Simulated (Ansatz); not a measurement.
Co, 2 atoms in the cell. Symmetry: P6_3/mmc, No. 194, hexagonal system. Conventional cell: a = 2.472 Å, b = 2.472 Å, c = 4.021 Å, α = 90.00°, β = 90.00°, γ = 120.00°. Co (site symmetry -6m2) has 12 Co at 2.47 Å as nearest neighbours. 

* Program: Ansatz 0.2.0
* Task: phonons
* Functional: PBEsol
* Potentials or basis: all-electron LAPW, scalar-relativistic
* Cutoff: 338 eV (chosen from the basis error)
* Basis error allowed: 0.001 eV/atom
* k mesh: 9 × 9 × 5
* Occupations: fermi-dirac, width 0.05 eV
* Spin: collinear spin, ferromagnetic start
* Starting moments: [2.0, 2.0] μB

Potentials or basis: all-electron LAPW, scalar-relativistic.

Launch:

```bash
$ ansatz run input.yaml --threads 2 --pin off --max-ram 6144MiB --backend cpu --events-out ev --progress --plain --runs-dir out
```

Hardware: 2 threads of Arm Neoverse V1, on a shared host.

**Question.** How long does it take, and how much memory?

**Answer.** It took 89 s on 2 threads of Arm Neoverse V1, on a shared host, peak memory 0.65 GiB. Counts: scf iterations 19, plane waves 313, k points 36, bands 23.
